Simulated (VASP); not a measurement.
Runs of VASP 6.6.1 on Pd. The structure is cubic, space group Im-3m (No. 229). Conventional cell: a = 3.086 Å, b = 3.086 Å, c = 3.086 Å, α = 90.00°, β = 90.00°, γ = 90.00°. Pd (site symmetry m-3m) is surrounded by 8 Pd at 2.67 Å. This isn't the form of Pd at room conditions, which is fcc.

| task | level | potentials or basis | cell | k mesh | cutoff (eV) | mesh quality | gap on the mesh (eV) | pressure (GPa) | relaxed volume (Å³/atom) |
| --- | --- | --- | --- | --- | --- | --- | --- | --- | --- |
| relaxation of cell and atoms | PBEsol | VASP PAW PBE potentials, release 64 (Pd) | relaxed | 18 × 18 × 18 | 600 | not flagged | none | 0.0 | 14.63 |
| relaxation of cell and atoms | LDA | VASP PAW LDA potentials, release 64 (Pd) | relaxed | 18 × 18 × 18 | 600 | not flagged | none | 0.0 | (a) |
| relaxation of cell and atoms | PBEsol | VASP PAW PBE potentials, release 64 (Pd) | relaxed | 6 × 6 × 6 | 600 | coarse | none | 0.0 | (b) |
| relaxation of cell and atoms | RPBE | VASP PAW PBE potentials, release 64 (Pd) | relaxed | 18 × 18 × 18 | 600 | not flagged | none | 0.0 | 15.85 |
| relaxation of cell and atoms | PBEsol | VASP PAW PBE potentials, release 64 (Pd) | relaxed | 18 × 18 × 18 | 300 | not flagged | none | 0.0 | 14.61 |
| single point | PBEsol | VASP PAW PBE potentials, release 64 (Pd) | as given | 18 × 18 × 18 | 520 | not flagged | none | -0.9 | - |
| relaxation of cell and atoms | PBEsol | VASP PAW PBE potentials, release 64 (Pd) | relaxed | 18 × 18 × 18 | 580 | not flagged | none | 0.0 | 14.63 |

Alike in all rows: no spin polarisation; smearing gaussian 0.1 eV.

**Question.** Fill in the values left out.

**Answer.** (a) 14.26; (b) 14.59.

Caveats: some runs use coarse meshes; the PAW data sets were made with another functional, which shifts forces and pressure a little (some runs); the cutoff is under 1.25 times the usual one of these potentials, so pressure, stress and relaxed cells hold a basis-set (Pulay) error (some runs).

A k mesh can miss the band edges, and the runs leave out spin-orbit coupling on Pd.

A gap of «none» marks a metal or a gap under the smearing width.

Runs at the PBE level aren't shown here.
